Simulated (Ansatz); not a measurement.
The following input was run with Ansatz 0.2.0.

```yaml
crystal:
  lattice:
    - [3.0155366774, 0.0, 0.0]
    - [-1.5077683387, 2.6115313687, 0.0]
    - [0.0, 0.0, 6.0887118774]
  atoms:
    - { symbol: Ta, position: [0.0, 0.0, 0.0] }
    - { symbol: Ta, position: [0.0, 0.0, 0.5] }
    - { symbol: "N", position: [0.3333333333, 0.6666666667, 0.25] }
    - { symbol: "N", position: [0.6666666667, 0.3333333333, 0.75] }
basis:
  ecutwfc: 420
kpoints:
  mp_grid: { grid: [18, 18, 8] }
hamiltonian:
  xc: pbe
scf:
  occupations: { method: gaussian, width: 0.1 }
output:
  forces: true
  stress: true
  eigenvalues: true
relax:
  adjacent_minimum: "off"
  f_tol: 0.01
  max_steps: 30
  cell: { stress_tol: 0.1, fix: [volume] }
```

Run as
```bash
ansatz run input.yaml --threads 1 --pin off --max-ram 2560MiB --backend cpu --events-out ev --progress --plain --runs-dir out
```

These are results of DFT PBE, scalar-relativistic, plane waves, PAW (Ansatz 0.2.0), not measurements.

From the run's log, abridged:

```
Pseudopotentials: kind: paw
Pseudopotential: Ta, paw, valence charge 13, recommended cutoff 420 eV (normal)
Pseudopotential: N, paw, valence charge 5, recommended cutoff 420 eV (normal)
Functional definition: PBE
Crystal: 4 atoms, lattice volume = 47.950 Å³
Basis set: ecut = 420 eV, 933 PW (Γ), exchange–correlation on 48×48×90 points (8 copies of the dense FFT grid, shifted against one another)
Bands: 22, of which v1, the nominal top of the filled ones, is band 18 counted from 1 (17 counted from 0)
Symmetry: 24 space group operations
Space group: P63/mmc (ITA 194), of the structure as read, at distance tolerance 3.6e-5 Å
k-points: 185 of 2592
Initial density: superposition of atomic densities (neutral atoms: chi_scale 0, normalization atom), corrected by the library's trained network
Initial wavefunctions: pseudopotential atomic-orbital guess
Functional: x = pbe(κ = 0.804, μ = 0.21951497), c = pbe(β = 0.06672455)
SCF iter   1: F=—  HF=-20635.826241 eV  |F-HF|=—  |Δ(HF+E_count)|=         —  Δρ=6.32e-3  dr2=1.39e-2  ethr=1.77e-3  ⟨swp⟩=5.0  Hψ=17895  notcnv=0
SCF iter   2: F=—  HF=-20635.824273 eV  |F-HF|=—  |Δ(HF+E_count)|=   1.97e-3  Δρ=3.79e-3  dr2=5.66e-3  ethr=3.87e-5  ⟨swp⟩=1.1  Hψ=5651  notcnv=0
SCF iter   3: F=—  HF=-20635.822970 eV  |F-HF|=—  |Δ(HF+E_count)|=   1.30e-3  Δρ=5.39e-4  dr2=1.36e-4  ethr=1.57e-5  ⟨swp⟩=2.3  Hψ=5972  notcnv=0
SCF iter   4: F=—  HF=-20635.822953 eV  |F-HF|=—  |Δ(HF+E_count)|=   1.68e-5  Δρ=3.06e-4  dr2=4.47e-5  ethr=3.79e-7  ⟨swp⟩=2.0  Hψ=5857  notcnv=0
SCF iter   5: F=—  HF=-20635.822948 eV  |F-HF|=—  |Δ(HF+E_count)|=   4.76e-6  Δρ=7.61e-5  dr2=2.24e-6  ethr=1.24e-7  ⟨swp⟩=2.0  Hψ=5648  notcnv=0
SCF iter   6: F=—  HF=-20635.822949 eV  |F-HF|=—  |Δ(HF+E_count)|=   1.08e-6  Δρ=1.84e-5  dr2=1.26e-7  ethr=6.22e-9  ⟨swp⟩=2.0  Hψ=5582  notcnv=0
SCF iter   7: F=-20635.822950 eV  HF=-20635.822950 eV  |F-HF|=1.71e-9  |Δ(HF+E_count)|=   1.43e-7  Δρ=2.96e-6  dr2=3.42e-9  ethr=2.78e-10  ⟨swp⟩=4.2  Hψ=13662  notcnv=0
the search or the solves at the SCF's close seem to have found levels that the self-consistency loop had missed (the run counts 1). By its estimate they hold under 1e-12 electrons; where the run keeps them, the occupations were computed again with them
SCF 1 converged in 7 iterations: F = -20635.822950 eV  dr2 = 3.42e-9
relax step   1: F+E_penalty+E_count = -20635.82294964 eV  Δ(F+E_penalty+E_count) = +0.000e0 eV  max|allowed force component| = 5.551e-17 eV/Å  Δτ_max = 0.0000 Å  P = -25.228 GPa  Ω = 47.950 Å³  fix = [volume]  reactions: volume -25.228 GPa (7 SCF iters, dr2 threshold 1.00e-7 eV, accepted)
Basis set: ecut = 420 eV, 921 PW (Γ), exchange–correlation on 48×48×90 points (8 copies of the dense FFT grid, shifted against one another)
Initial density: handed on by an earlier stage of this run
Initial wavefunctions: those handed on with the density
SCF iter   1: F=—  HF=-20635.821054 eV  |F-HF|=—  |Δ(HF+E_count)|=         —  Δρ=1.45e-3  dr2=1.16e-3  ethr=2.85e-6  ⟨swp⟩=2.1  Hψ=26077  notcnv=0
SCF iter   2: F=—  HF=-20635.820777 eV  |F-HF|=—  |Δ(HF+E_count)|=   2.76e-4  Δρ=8.30e-4  dr2=4.22e-4  ethr=2.85e-6  ⟨swp⟩=1.3  Hψ=4132  notcnv=0
SCF iter   3: F=—  HF=-20635.820614 eV  |F-HF|=—  |Δ(HF+E_count)|=   1.63e-4  Δρ=2.13e-4  dr2=2.66e-5  ethr=1.17e-6  ⟨swp⟩=2.7  Hψ=6622  notcnv=0
SCF iter   4: F=—  HF=-20635.820609 eV  |F-HF|=—  |Δ(HF+E_count)|=   5.23e-6  Δρ=8.03e-5  dr2=2.20e-6  ethr=7.39e-8  ⟨swp⟩=2.0  Hψ=5571  notcnv=0
SCF iter   5: F=-20635.820609 eV  HF=-20635.820609 eV  |F-HF|=5.00e-8  |Δ(HF+E_count)|=   2.63e-7  Δρ=1.69e-5  dr2=1.05e-7  ethr=1.11e-9  ⟨swp⟩=6.2  Hψ=18121  notcnv=0
SCF 2 converged in 5 iterations: F = -20635.820609 eV  dr2 = 1.05e-7
relax step   2: F+E_penalty+E_count = -20635.82060894 eV  Δ(F+E_penalty+E_count) = +2.341e-3 eV  max|allowed force component| = 5.551e-16 eV/Å  Δτ_max = 0.0000 Å  P = -25.003 GPa  Ω = 47.950 Å³  energy of the carried Pulay correction = -7.822e-5 eV  fix = [volume]  (5 SCF iters, dr2 threshold 4.00e-7 eV, rejected (line search))
SCF iter   1: F=—  HF=-20635.823501 eV  |F-HF|=—  |Δ(HF+E_count)|=         —  Δρ=1.08e-3  dr2=6.47e-4  ethr=1.35e-6  ⟨swp⟩=2.4  Hψ=25857  notcnv=0
SCF iter   2: F=—  HF=-20635.823348 eV  |F-HF|=—  |Δ(HF+E_count)|=   1.53e-4  Δρ=6.20e-4  dr2=2.35e-4  ethr=1.35e-6  ⟨swp⟩=1.4  Hψ=4186  notcnv=0
SCF iter   3: F=—  HF=-20635.823258 eV  |F-HF|=—  |Δ(HF+E_count)|=   9.04e-5  Δρ=1.81e-4  dr2=1.93e-5  ethr=6.53e-7  ⟨swp⟩=2.6  Hψ=6516  notcnv=0
SCF iter   4: F=—  HF=-20635.823253 eV  |F-HF|=—  |Δ(HF+E_count)|=   4.66e-6  Δρ=6.24e-5  dr2=1.38e-6  ethr=5.36e-8  ⟨swp⟩=2.0  Hψ=5565  notcnv=0
SCF iter   5: F=—  HF=-20635.823254 eV  |F-HF|=—  |Δ(HF+E_count)|=   6.39e-7  Δρ=1.48e-5  dr2=8.69e-8  ethr=3.83e-9  ⟨swp⟩=2.6  Hψ=6685  notcnv=0
SCF iter   6: F=—  HF=-20635.823254 eV  |F-HF|=—  |Δ(HF+E_count)|=   1.19e-8  Δρ=1.55e-6  dr2=5.65e-10  ethr=2.41e-10  ⟨swp⟩=2.1  Hψ=5810  notcnv=0
SCF iter   7: F=-20635.823254 eV  HF=-20635.823254 eV  |F-HF|=1.46e-11  |Δ(HF+E_count)|=  4.91e-10  Δρ=2.08e-7  dr2=1.28e-11  ethr=1.00e-12  ⟨swp⟩=4.9  Hψ=14842  notcnv=0
SCF 3 converged in 7 iterations: F = -20635.823254 eV  dr2 = 1.28e-11
relax step   3: F+E_penalty+E_count = -20635.82325382 eV  Δ(F+E_penalty+E_count) = -3.042e-4 eV  max|allowed force component| = 1.573e-16 eV/Å  Δτ_max = 0.0000 Å  P = -25.173 GPa  Ω = 47.950 Å³  energy of the carried Pulay correction = -2.054e-5 eV  fix = [volume]  reactions: volume -25.173 GPa (7 SCF iters, accepted)
Initial wavefunctions: pseudopotential atomic-orbital guess (no wavefunctions were taken with the density)
SCF iter   1: F=—  HF=-20635.823257 eV  |F-HF|=—  |Δ(HF+E_count)|=         —  Δρ=1.01e-5  dr2=4.33e-9  ethr=1.59e-8  ⟨swp⟩=4.0  Hψ=31139  notcnv=0
SCF iter   2: F=—  HF=-20635.823259 eV  |F-HF|=—  |Δ(HF+E_count)|=   1.91e-6  Δρ=5.41e-6  dr2=1.28e-9  ethr=1.20e-11  ⟨swp⟩=2.7  Hψ=7249  notcnv=0
SCF iter   3: F=-20635.823259 eV  HF=-20635.823259 eV  |F-HF|=6.18e-11  |Δ(HF+E_count)|=   1.05e-8  Δρ=4.18e-7  dr2=7.26e-11  ethr=1.00e-12  ⟨swp⟩=3.9  Hψ=18181  notcnv=0
SCF 4 converged in 3 iterations: F = -20635.823259 eV  dr2 = 7.26e-11
SCF converged after 3 iterations
Free energy (F): -20635.823259 eV
Harris-Foulkes:  -20635.823259 eV  (|F-HF|=6.18e-11)
Internal energy: -20635.816910 eV  (E = F + TS)
E sigma→0 (E₀):  -20635.820084 eV
Entropy (-TS):   -0.006349 eV (-1.587 meV/atom)
Fermi energy:    17.998088 eV
--- Per-component energies (eV) ---
  E_band       = -178.909311
  E_kinetic    = 984.956118
  E_local      = -1343.942901  (includes V_loc(G=0)·N_el)
  E_nonlocal   = 117.516914
  E_hartree    = 442.041019
  E_xc         = -555.465847
  E_vxc        = -558.865842  (∫ρ·V_xc dr)
  E_paw        = -17046.275827  (= ΣΔE_a)
  E_vpaw       = -262.656097  (= ΣTr[D̂ρ^β])
  E_aug_tail   = 0.000481  (compensation charges beyond the density's cutoff)
  E_ewald      = -3234.646868
  E_smearing   = -0.006349  (= −TS)
--- Forces (eV/Å), atoms counted from 1 ---
  atom   1  Ta     0.00000000     0.00000000     0.00000000
  atom   2  Ta     0.00000000     0.00000000     0.00000000
  atom   3  N      0.00000000     0.00000000     0.00000000
  atom   4  N      0.00000000     0.00000000     0.00000000
--- Stress (GPa, compression-positive) ---
      -25.169697       0.000000       0.000000
        0.000000     -25.169697       0.000000
        0.000000       0.000000     -25.177787
  P = ⅓ Tr σ = -25.1724 GPa (-251.724 kbar)
--- Band table (eV; the first three rows and the last of 185) ---
  k-point 0: bands = ["-50.7169", "-50.6923", "-17.5974", "-17.0525", "-16.8672", "-16.8672", "-16.8230", "-16.8230", "1.1279", "3.0527", "9.3031", "13.5472", "13.5472", "14.1112", "14.6905", "16.1029", "16.1029", "17.8012", "17.8012", "18.4752", "18.4752", "20.1162"]
  k-point 1: bands = ["-50.7160", "-50.6933", "-17.5776", "-17.0742", "-16.8655", "-16.8655", "-16.8246", "-16.8246", "1.1888", "2.9581", "9.4499", "13.5958", "13.6043", "13.6043", "15.1605", "15.8655", "15.8655", "18.0341", "18.0341", "18.5141", "18.5141", "19.8542"]
  k-point 2: bands = ["-50.7133", "-50.6959", "-17.5209", "-17.1357", "-16.8608", "-16.8608", "-16.8295", "-16.8295", "1.3656", "2.7041", "9.8602", "12.8211", "13.7737", "13.7737", "15.3849", "15.3849", "15.8387", "18.4647", "18.4647", "18.6207", "18.6207", "19.1845"]
  k-point 184: bands = ["-50.6466", "-50.6466", "-17.3657", "-17.3657", "-17.3563", "-17.3563", "-17.1708", "-17.1708", "3.1456", "3.1456", "11.5211", "11.5211", "12.5491", "12.5491", "12.5982", "12.5982", "17.6004", "17.6004", "20.4090", "20.4090", "20.7009", "20.7009"]
--- Relaxed structure (3 steps of the walk, 2 accepted, 1 SCFs on fresh bases) ---
  F+E_penalty+E_count = -20635.82325914 eV   max|allowed force component| = 2.035e-16 eV/Å   (the final SCF, on the basis selected at the relaxed cell)
  cell:  # Å, volume = 47.9496 Å³
    - [3.01812599, 0.0, 0.0]
    - [-1.50906299, 2.61377378, 0.0]
    - [0.0, 0.0, 6.07826908]
  atoms:
    - { symbol: Ta, position: [0.0, 0.0, 0.0] }
    - { symbol: Ta, position: [0.0, 0.0, 0.49999999] }
    - { symbol: N, position: [0.33333333, 0.66666666, 0.24999999] }
    - { symbol: N, position: [0.66666666, 0.33333333, 0.74999999] }
```

The relaxation met its thresholds.

It took 43 s on 1 thread of Arm Neoverse V1 (shared host), peak memory 0.44 GiB.

Spin–orbit coupling is left out, which can shift energies with elements as heavy as these.